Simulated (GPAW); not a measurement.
W in GPAW: convergence with plane-wave cutoff (eV)

The system is W.

```
W
1.0
     0.00000    2.03000    2.03000
     2.03000    0.00000    2.03000
     2.03000    2.03000    0.00000
W
1
Direct
  0.00000 0.00000 0.00000
```

This isn't the form of W at room conditions, which is bcc.

* Program: GPAW 26.7.0
* Task: convergence study
* Functional: LDA
* Potentials or basis: the program's PAW data sets (release 1.2.1) made for this functional
* Cutoff: 200 eV
* Basis: pw
* k mesh: 11 × 11 × 11
* Occupations: fermi-dirac, width 0.05 eV
* Spin: no spin polarisation

These are the settings of the first run; the series varies plane-wave cutoff (eV), with any setting tied to it.

Hardware: 1 thread of Arm Neoverse V1, with other jobs on the host.

Q: The values tried are 200, 250, 300, 350, 400, 500, 600, 800, 1000, loosest first. From which on does the energy stay within 1 meV/atom of the tightest run that finished?

A: From 600 on.

| plane-wave cutoff (eV) | energy less the tightest run, at zero smearing (meV/atom) | pressure (GPa) | SCF cycles | CPU time (s) | peak memory (GiB) |
| --- | --- | --- | --- | --- | --- |
| 200 | 394.26 | -26.46 | 8 | 4.7 | 0.11 |
| 250 | 187.59 | -23.19 | 8 | 5.2 | 0.12 |
| 300 | 92.44 | -21.39 | 8 | 5.3 | 0.12 |
| 350 | 36.75 | -19.98 | 8 | 6.5 | 0.12 |
| 400 | 14.72 | -19.15 | 8 | 6.7 | 0.12 |
| 500 | 3.00 | -18.62 | 8 | 7.7 | 0.13 |
| 600 | 0.72 | -18.52 | 8 | 13 | 0.14 |
| 800 | 0.02 | -18.49 | 8 | 12 | 0.15 |
| 1000 | 0.00 | -18.48 | 8 | 20 | 0.16 |

Against the tightest run, the pressure stays within 0.1 GPa from 600 on. The tightest run that finished is the yardstick and may itself not be fully converged.

Caveat, for the tightest run too: so large a pressure means that the cell lies far from this level's equilibrium, or that cutoff or potentials fall short. The run has no spin-orbit coupling, so splittings on W are missing.
